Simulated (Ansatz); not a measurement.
**Li, omega (AlB2-type): how the functional moves the structure**

All rows: Ansatz, plane waves with scalar-relativistic PAW, 420 eV (500 eV for the SCAN forms), relaxed under each functional, no dispersion correction, no zero-point motion. B₀ comes from uniform scaling at fixed shape; a dash is a value not given.

```json
{"functional": "PBE", "V (Å³/atom)": "20.25", "cell": "a = 4.930 Å, c = 2.886 Å (c/a = 0.585)", "B₀ (GPa)": "14", "magnetic state": "spin not included", "ΔE to bcc (meV/atom)": "11"}
{"functional": "r²SCAN", "V (Å³/atom)": "21.03", "cell": "a = 4.992 Å, c = 2.923 Å (c/a = 0.586)", "B₀ (GPa)": "13", "magnetic state": "spin not included", "ΔE to bcc (meV/atom)": "12"}
{"functional": "PBEsol", "V (Å³/atom)": "20.23", "cell": "a = 4.929 Å, c = 2.884 Å (c/a = 0.585)", "B₀ (GPa)": "14", "magnetic state": "spin not included", "ΔE to bcc (meV/atom)": "11"}
{"functional": "LDA", "V (Å³/atom)": "18.97", "cell": "a = 4.828 Å, c = 2.818 Å (c/a = 0.584)", "B₀ (GPa)": "15", "magnetic state": "spin not included", "ΔE to bcc (meV/atom)": "11"}
{"functional": "revPBE", "V (Å³/atom)": "21.17", "cell": "a = 5.000 Å, c = 2.934 Å (c/a = 0.587)", "B₀ (GPa)": "13", "magnetic state": "spin not included", "ΔE to bcc (meV/atom)": "11"}
{"functional": "BLYP", "V (Å³/atom)": "20.03", "cell": "a = 4.913 Å, c = 2.875 Å (c/a = 0.585)", "B₀ (GPa)": "14", "magnetic state": "spin not included", "ΔE to bcc (meV/atom)": "11"}
```

(1) What does RPBE give?

## Answers

(1) V (Å³/atom): 21.10; cell: a = 4.995 Å, c = 2.930 Å (c/a = 0.587); B₀ (GPa): 13; magnetic state: spin not included; ΔE to bcc (meV/atom): 11.
